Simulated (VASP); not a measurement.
# Mo₃Si: convergence, density of states

Mo₃Si, Pm-3n (no. 223), 8 atoms in the cell. LDA; PAW potentials Mo_sv, Si (LDA set). VASP 6.6.1.

Wanted: density of states by 0.5 eV bins within 8 %; centre of the states within 12 eV below the valence top within 0.03 eV; states at the Fermi level within 8 %.

What the run is for: density of states; Accuracy asked: standard; k mesh of the density: 6 × 6 × 6.

POSCAR:
```
SiMo3
1.0
    4.8890000000      0.0000000000      0.0000000000
    0.0000000000      4.8890000000      0.0000000000
    0.0000000000      0.0000000000      4.8890000000
Mo Si
6 2
Direct
    0.0000000000      0.5000000000      0.2500000000
    0.0000000000      0.5000000000      0.7500000000
    0.5000000000      0.2500000000      0.0000000000
    0.7500000000      0.0000000000      0.5000000000
    0.5000000000      0.7500000000      0.0000000000
    0.2500000000      0.0000000000      0.5000000000
    0.5000000000      0.5000000000      0.5000000000
    0.0000000000      0.0000000000      0.0000000000
```

The series start from Plane-wave cutoff (eV): 280; k-point mesh: 8 × 8 × 8; Energy points (NEDOS): 2001; Occupations for the DOS: ISMEAR=-5; Electronic threshold (eV): 1e-6; Precision mode (PREC): Accurate. Each series keeps the choices made before it, and each single choice may use up half of a tolerance. Times cover all steps of a run.

## Plane-wave cutoff (eV)

| Plane-wave cutoff (eV) | Density of states by 0.5 eV bins, largest deviation against the largest value | Centre of the states within 12 eV below the valence top (eV) | States at the Fermi level (states/eV/atom) | Time (s) |
|---|---|---|---|---|
| 200 | 2.4 % | -3.680 | 0.5225 | 22 |
| 240 | 1.7 % | -3.684 | 0.5192 | 32 |
| 280 | 1.7 % | -3.686 | 0.5191 | 32 |
| 320 | 0.99 % | -3.683 | 0.5192 | 38 |
| 390 | 1.2 % | -3.688 | 0.5195 | 40 |
| 490 (reference) | 0 % | -3.685 | 0.5196 | 62 |

Chosen: 200, the loosest value from which every tighter one stays within half of the tolerance.

## k-point mesh

| k-point mesh | Density of states by 0.5 eV bins, largest deviation against the largest value | Centre of the states within 12 eV below the valence top (eV) | States at the Fermi level (states/eV/atom) | Time (s) |
|---|---|---|---|---|
| 3 × 3 × 3 | 38 % | -3.913 | 1.22 | 11 |
| 4 × 4 × 4 | 20 % | -3.659 | 0.5899 | 12 |
| 5 × 5 × 5 | 12 % | -3.711 | 0.5036 | 12 |
| 6 × 6 × 6 | 8.7 % | -3.681 | 0.5258 | 14 |
| 8 × 8 × 8 | 4.3 % | -3.680 | 0.5225 | 22 |
| 9 × 9 × 9 | 4.8 % | -3.696 | 0.4231 | 18 |
| 11 × 11 × 11 | 2.3 % | -3.681 | 0.4196 | 25 |
| 13 × 13 × 13 (reference) | 0 % | -3.677 | 0.4245 | 29 |

Chosen: 11 × 11 × 11.

## Energy points (NEDOS)

| Energy points (NEDOS) | Density of states by 0.5 eV bins, largest deviation against the largest value | Centre of the states within 12 eV below the valence top (eV) | States at the Fermi level (states/eV/atom) | Time (s) |
|---|---|---|---|---|
| 301 | 6.3 % | -3.711 | 0.4203 | 24 |
| 501 | 17 % | -3.660 | 0.4199 | 24 |
| 1001 | 6 % | -3.676 | 0.4198 | 22 |
| 2001 | 1.4 % | -3.681 | 0.4196 | 25 |
| 4001 (reference) | 0 % | -3.683 | 0.4203 | 26 |

Chosen: 2001.

## Occupations for the DOS

| Occupations for the DOS | Density of states by 0.5 eV bins, largest deviation against the largest value | Centre of the states within 12 eV below the valence top (eV) | States at the Fermi level (states/eV/atom) | Time (s) |
|---|---|---|---|---|
| ISMEAR=-5 | 0 % | -3.681 | 0.4196 | 25 |
| ISMEAR=-4 | 0 % | -3.681 | 0.4196 | 34 |
| ISMEAR=0 SIGMA=0.05 | 2.9 % | -3.690 | 0.4564 | 27 |
| ISMEAR=0 SIGMA=0.1 | 3.7 % | -3.680 | 0.4487 | 38 |
| ISMEAR=-15 SIGMA=0.025 | 0.0076 % | -3.681 | 0.4196 | 34 |
| ISMEAR=1 SIGMA=0.1 | 3.5 % | -3.683 | 0.4573 | 25 |

Chosen: ISMEAR=-5; no other choice that stays within half of the tolerance saves 30 % of the time.

## Electronic threshold (eV)

| Electronic threshold (eV) | Density of states by 0.5 eV bins, largest deviation against the largest value | Centre of the states within 12 eV below the valence top (eV) | States at the Fermi level (states/eV/atom) | Time (s) |
|---|---|---|---|---|
| 0.001 | 0.26 % | -3.682 | 0.4196 | 22 |
| 0.0001 | 0.49 % | -3.680 | 0.4196 | 23 |
| 1e-5 | 0.48 % | -3.680 | 0.4196 | 23 |
| 1e-6 (reference) | 0 % | -3.681 | 0.4196 | 25 |

Chosen: 0.001.

## Precision mode (PREC)

| Precision mode (PREC) | Density of states by 0.5 eV bins, largest deviation against the largest value | Centre of the states within 12 eV below the valence top (eV) | States at the Fermi level (states/eV/atom) | Time (s) |
|---|---|---|---|---|
| Normal | 0.2 % | -3.682 | 0.4196 | 16 |
| Accurate (reference) | 0 % | -3.682 | 0.4196 | 22 |

Chosen: Normal.

## All choices together

| Input | Density of states by 0.5 eV bins, largest deviation against the largest value | Centre of the states within 12 eV below the valence top (eV) | States at the Fermi level (states/eV/atom) | Time (s) |
|---|---|---|---|---|
| defaults for smearing, thresholds and mesh (naive) | 58 % | -3.740 | 0.5812 | 20 |
| chosen settings | 4.3 % | -3.682 | 0.4196 | 16 |
| reference settings throughout | 0 % | -3.680 | 0.4263 | 122 |

The tolerance is met.

## The input

INCAR.step1:
```
SYSTEM = SiMo3
GGA = CA ; ISMEAR = 1
SIGMA = 0.1 ; LWAVE = .False.
LCHARG = .True. ; NBANDS = 74
PREC = Normal ; LASPH = .True.
LREAL = .False. ; ALGO = Normal
EDIFF = 0.001 ; NELM = 120
GGA_COMPAT = .False. ; ENCUT = 200
LMAXMIX = 4 ; KPAR = 4
```

INCAR.step2, as INCAR.step1 but for:
```
- ISMEAR = 1
- SIGMA = 0.1
- LCHARG = .True.
+ ISMEAR = -5
+ LCHARG = .False.
+ NEDOS = 2001
+ LORBIT = 11
+ EMIN = -4.3431
+ EMAX = 20.6569
+ ICHARG = 11
```

KPOINTS.step1:
```
k-points
0
Gamma
  6 6 6
```

KPOINTS.step2:
```
Automatic mesh
0
Gamma
  11 11 11
  0 0 0
```

Commands (each step's output is kept before the next begins):
```
cat potpaw_LDA.64/Mo_sv/POTCAR potpaw_LDA.64/Si/POTCAR > POTCAR
cp INCAR.step1 INCAR
cp KPOINTS.step1 KPOINTS
mpirun -np 4 vasp_std > vasp.out
cp INCAR.step2 INCAR
cp KPOINTS.step2 KPOINTS
mpirun -np 4 vasp_std > vasp.out
```

The chosen input took VASP 6.6.1 16 s on 4 cores (AMD EPYC 7R43 (Zen 3)), a shared host.

## An input that fails: tetrahedra on too few k points

VASP's message: IBZKPT: tetrahedron method fails for NKPT<4. NKPT = 1.

k mesh: 8 × 8 × 8 becomes 1 × 1 × 1.

Changes against the starting input:
```
(step 2)
- NELM = 120
- KPAR = 4
+ NELM = 70
```
